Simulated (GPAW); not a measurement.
# MgO (Fm-3m) in GPAW: settings compared, part 2 of 2

GPAW 26.7.0. Earlier steps stand in the parts before.

### Step 3. Band structure, GLLB-SC

Input file run.py:

```python
from ase.dft.bandgap import bandgap
from ase.io import read, write
from gpaw import GPAW, PW

atoms = read('POSCAR')

calc = GPAW(mode=PW(800),
            xc='GLLBSC',
            kpts={'size': (9, 9, 9), 'gamma': True},
            occupations={'name': 'fermi-dirac', 'width': 0.05},
            nbands=16,
            convergence={'density': 1e-05, 'energy': 1e-05},
            maxiter=150,
            txt='gpaw.txt')
atoms.calc = calc
energy = atoms.get_potential_energy()
calc.write('gs.gpw')
write('result.traj', atoms)
print('Fermi level:', round(calc.get_fermi_level(), 4), 'eV')
print(f'Gap: {bandgap(calc)[0]:.4f} eV, direct: {bandgap(calc, direct=True)[0]:.4f} eV')

path = atoms.cell.bandpath('GXWKGLUWLK,UX', npoints=80, eps=1e-4)
bs_calc = calc.fixed_density(kpts=path, symmetry='off', nbands=24,
                             convergence={'bands': 'CBM+6.0', 'eigenstates': 1e-6}, txt='bands.txt')
bs = bs_calc.band_structure()
bs.write('bs.json')
print(f'Gap on the path: {bandgap(bs_calc)[0]:.4f} eV')

homo, lumo = bs_calc.get_homo_lumo()
response = calc.hamiltonian.xc.response
dxc_pot = response.calculate_discontinuity_potential(homo, lumo)
ks_gap, dxc = bs_calc.hamiltonian.xc.response.calculate_discontinuity(dxc_pot)
print(f'Kohn-Sham gap {ks_gap:.4f} eV, discontinuity {dxc:.4f} eV, gap {ks_gap + dxc:.4f} eV')
```

Input file POSCAR:

```
MgO
1.0
    0.0000000000      2.0970013927      2.0970013927
    2.0970013927      0.0000000000      2.0970013927
    2.0970013927      2.0970013927      0.0000000000
Mg O
1 1
Direct
    0.0000000000      0.0000000000      0.0000000000
    0.5000000000      0.5000000000      0.5000000000
```

Potentials or basis: the program's PAW data sets (release 1.2.1) made for this functional, pw.

Started as:

```
$ OMP_NUM_THREADS=1 python run.py
```

gpaw.txt:

```text
___ ___ ___ _ _ _
 |   |   |_  | | | |
 | | | | | . | | | |
 |__ |  _|___|_____|  26.7.0
 |___|_|

Input parameters:
  convergence: {density: 1e-05,
                energy: 1e-05}
  kpts: {gamma: True,
         size: (9, 9, 9)}
  maxiter: 150
  mode: {ecut: 800.0,
         name: pw}
  nbands: 16
  occupations: {name: fermi-dirac,
                width: 0.05}
  xc: GLLBSC

System changes: positions, numbers, cell, pbc, initial_charges, initial_magmoms

Initialize ...

species:
  Mg:
    name:    Magnesium
    Z:       12.0
    valence: 10
    core:    2
    charge:  0.0  # [|e|]
    compensation charges:
      type: gauss
      rc: 0.33  # [Å]
      lmax: 2
    cutoffs:
      filter: 1.86  # [Å]
      core: 0.54  # [Å]
    projectors
    | kind |    occ | energy [eV] | rcut [Å] |
    |------|--------|-------------|----------|
    |   2s |  2.000 |     -81.998 |    1.090 |
    |   3s |  2.000 |      -6.877 |    1.090 |
    |   2p |  6.000 |     -48.239 |    1.085 |
    |   3p |  0.000 |      -3.605 |    1.085 |
    |    d |        |       0.000 |    1.037 |

    Using partial waves for Mg as LCAO basis

  O:
    name:    Oxygen
    Z:       8.0
    valence: 6
    core:    2
    charge:  0.0  # [|e|]
    compensation charges:
      type: gauss
      rc: 0.21  # [Å]
      lmax: 2
    cutoffs:
      filter: 1.17  # [Å]
      core: 0.83  # [Å]
    projectors
[... 110 lines left out ...]
  |  1.000 | SCREENING  | GGA_X_PBE_SOL with 2 nearest neighbor stencil |
  |  1.000 | RESPONSE   | eps=0.0500 eV                                 |
  |  1.000 | XC         | GGA_C_PBE_SOL with 2 nearest neighbor stencil |
  -----------------------------------------------------------------------

Number of atoms: 2
Number of atomic orbitals: 12
Number of bands in calculation: 16
Number of valence electrons: 16
Bands to converge: occupied

... initialized

Initializing position-dependent things.

Density initialized from atomic densities
Creating initial wave functions:
  12 bands from LCAO basis set
  4 bands from random numbers

              O

       Mg

Atomic positions and initial magnetic moments

Positions:
   0 Mg     0.000000    0.000000    0.000000    ( 0.0000,  0.0000,  0.0000)
   1 O      2.097001    2.097001    2.097001    ( 0.0000,  0.0000,  0.0000)

Unit cell:
           periodic     x           y           z      points  spacing
  1. axis:    yes    0.000000    2.097001    2.097001    20     0.1211
  2. axis:    yes    2.097001    0.000000    2.097001    20     0.1211
  3. axis:    yes    2.097001    2.097001    0.000000    20     0.1211

  Lengths:   2.965608   2.965608   2.965608
  Angles:   60.000000  60.000000  60.000000

Effective grid spacing dv^(1/3) = 0.1321

iter:   1   -16.399076
iter:   2   -17.535926   -1.27  -1.04
iter:   3   -19.127941   -2.17  -0.99
iter:   4   -15.596067   -1.53  -0.92
iter:   5   -13.409750   -1.12  -1.14
iter:   6   -13.092485   -1.90  -1.15
iter:   7   -13.189148   -1.66  -1.53
iter:   8   -12.748331   -2.87  -1.65
iter:   9   -12.674487   -3.28  -2.27
iter:  10   -12.706500   -5.25  -3.25
iter:  11   -12.696745   -6.44  -3.40
iter:  12   -12.696131   -7.34  -4.20
iter:  13   -12.696653   -8.43c -4.75
iter:  14   -12.696447   -9.31c -4.97
iter:  15   -12.696422   -9.98c -5.73c
iter:  16   -12.696436c -11.27c -6.25c

Converged after 16 iterations.

Dipole moment: (-0.000000, -0.000000, -0.000000) |e|*Ang

Energy contributions relative to reference atoms: (reference = -7470.803941)

Kinetic:        +21.249273
Potential:      -17.629818
External:        +0.000000
XC:             -16.472447
Entropy (-ST):   +0.000000
Local:           +0.156557
SIC:             +0.000000
--------------------------
Free energy:    -12.696436
Extrapolated:   -12.696436

GLLBSC response reference energy: 2.15274 eV (from HOMO)

Showing only first 2 kpts
 Kpt  Band  Eigenvalues  Occupancy
  0     6      2.15273    2.00000
  0     7      2.15273    2.00000
  0     8      8.20718    0.00000
  0     9     19.59559    0.00000

  1     6      1.98889    2.00000
  1     7      1.98891    2.00000
  1     8      9.09482    0.00000
  1     9     17.66506    0.00000

Fermi level: 6.19444

Gap: 6.054 eV
Transition (v -> c):
  (s=0, k=0, n=7, [0.00, 0.00, 0.00]) -> (s=0, k=0, n=8, [0.00, 0.00, 0.00])
No difference between direct/indirect transitions
Writing to gs.gpw (mode='')
```

stdout:

```text
Fermi level: 6.1944 eV
Gap: 6.0545 eV, direct: 6.0545 eV
Gap on the path: 6.0545 eV
Kohn-Sham gap 6.0545 eV, discontinuity 2.3556 eV, gap 8.4101 eV
```

bands.txt:

```text
___ ___ ___ _ _ _
 |   |   |_  | | | |
 | | | | | . | | | |
 |__ |  _|___|_____|  26.7.0
 |___|_|

Input parameters:
  convergence: {bands: CBM+6.0,
                eigenstates: 1e-06}
  gpts: [20 20 20]
  kpts: {cell: Cell([[0.0, 2.0970013927, 2.0970013927], [2.0970013927, 0.0, 2.0970013927], [2.0970013927, 2.0970013927, 0.0]]),
[... 209 lines left out ...]
  0     7      2.15273    2.00000
  0     8      8.20718    0.00000
  0     9     19.59559    0.00000

  1     6      2.12381    2.00000
  1     7      2.12384    2.00000
  1     8      8.37323    0.00000
  1     9     19.11017    0.00000

Fermi level: 6.19444

Gap: 6.054 eV
Transition (v -> c):
  (s=0, k=0, n=7, [0.00, 0.00, 0.00]) -> (s=0, k=33, n=8, [0.00, 0.00, 0.00])
Direct/indirect transitions are different
Direct gap: 6.054 eV
Transition at: (s=0, k=33, n=7, [0.00, 0.00, 0.00])
```

It took 27 s on 1 thread of Arm Neoverse V1, shared host; peak memory 0.21 GiB.

What came out:

| Property | Result |
| --- | --- |
| Band gap on the k mesh with the derivative discontinuity | 8.41 eV |
| Band gap of the Kohn-Sham levels | 6.05 eV |
| Derivative discontinuity | 2.36 eV |

Levels at the corners of the path, in eV from the valence-band top:
```csv
point,band 4,band 5,band 6,band 7,band 8,band 9,band 10
Γ,-38.15,-17.55,0.00,0.00,0.00,6.05,17.44
X,-38.17,-16.22,-3.66,-1.21,-1.21,10.64,11.97
W,-38.18,-16.17,-2.62,-2.62,-1.54,12.90,12.90
K,-38.17,-16.20,-3.12,-2.38,-1.03,11.53,13.63
Γ,-38.15,-17.55,0.00,0.00,0.00,6.05,17.44
L,-38.15,-16.42,-4.10,-0.59,-0.59,9.26,13.89
U,-38.17,-16.20,-3.12,-2.38,-1.03,11.53,13.63
W,-38.18,-16.17,-2.62,-2.62,-1.54,12.90,12.90
L,-38.15,-16.42,-4.10,-0.59,-0.59,9.26,13.89
K,-38.17,-16.20,-3.12,-2.38,-1.03,11.53,13.63
U,-38.17,-16.20,-3.12,-2.38,-1.03,11.53,13.63
X,-38.17,-16.22,-3.66,-1.21,-1.21,10.64,11.97
```

Caveat: the GLLB-SC gap is the Kohn-Sham gap of the path plus the derivative discontinuity; a model potential gives levels but no total energy.

### Step 4. Equation of state, PBE

Input file run.py:

```python
from ase.eos import EquationOfState
from ase.io import Trajectory, read
from ase.units import GPa
from gpaw import GPAW, PW, setup_paths

setup_paths.insert(0, '.')

atoms = read('MgO.cif')

traj = Trajectory('eos.traj', 'w')
volumes, energies = [], []
for x in [0.94, 0.96, 0.98, 1.0, 1.02, 1.04, 1.06]:
    a = atoms.copy()
    a.set_cell(atoms.cell * x**(1 / 3), scale_atoms=True)
    calc = GPAW(mode=PW(800),
                xc='PBE',
                kpts={'size': (9, 9, 9), 'gamma': True},
                occupations={'name': 'fermi-dirac', 'width': 0.05},
                setups={'Mg': 'jth', 'O': 'jth'},
                nbands=-8,
                convergence={'density': 1e-05, 'energy': 1e-05},
                maxiter=150,
                txt=f'eos-{x:.2f}.txt')
    a.calc = calc
    energies.append(a.get_potential_energy(force_consistent=True))
    volumes.append(a.get_volume())
    p = -a.get_stress()[:3].mean() / GPa
    calc.write(f'eos-{x:.2f}.gpw')
    traj.write(a)
    print(f'{x:.2f} {volumes[-1]:10.4f} A^3 {energies[-1]:14.6f} eV {p:9.3f} GPa', flush=True)

v0, e0, B = EquationOfState(volumes, energies, eos='birchmurnaghan').fit()
print(f'V0 = {v0:.4f} A^3, E0 = {e0:.6f} eV, B0 = {B / GPa:.2f} GPa')
```

Input file MgO.cif:

```cif
data_MgO
_cell_length_a 2.96560781
_cell_length_b 2.96560781
_cell_length_c 2.96560781
_cell_angle_alpha 60.00000000
_cell_angle_beta 60.00000000
_cell_angle_gamma 60.00000000
_space_group_name_H-M_alt 'P1'
_space_group_name_Hall 'P 1'
_space_group_IT_number 1
loop_
_space_group_symop_operation_xyz
'x,y,z'
loop_
_atom_site_label
_atom_site_type_symbol
_atom_site_symmetry_multiplicity
_atom_site_Wyckoff_symbol
_atom_site_fract_x
_atom_site_fract_y
_atom_site_fract_z
_atom_site_occupancy
Mg1 Mg 1 a 0.0000000000 0.0000000000 0.0000000000 1
O1 O 1 a 0.5000000000 0.5000000000 0.5000000000 1
```

Potentials or basis: JTH PAW 2.0, PBE, pw.

Started as:

```
$ OMP_NUM_THREADS=1 python run.py
```

It took 69 s on 1 thread of Arm Neoverse V1, shared host; peak memory 0.2 GiB.

It converged, with:

```yaml
Equilibrium_volume: 9.64 Å³/atom
Bulk_modulus: 147 GPa
Pressure_derivative_of_the_bulk_modulus: 4.3
```

Energy against volume, from the lowest point:
```
volume (Å³/atom)  energy (meV/atom)
           8.668              54.29
           8.853              34.37
           9.037              19.39
           9.221               8.98
           9.406               2.65
           9.590               0.00
           9.775               0.66
```

Caveat: the program truncates these outside data sets.

### Step 5. Against experiment

Step 3. Measured gap of MgO: 7.83 eV (quoted in “Electronic structure of alkaline earth and post-transition metal oxides”, 2009, arxiv:0908.1581). This calculation gives 8.41 eV (+0.58 eV). The value is that of GLLB-SC, without temperature or zero-point motion. The cell is a database's relaxed one, not the measured one, which moves gaps too.
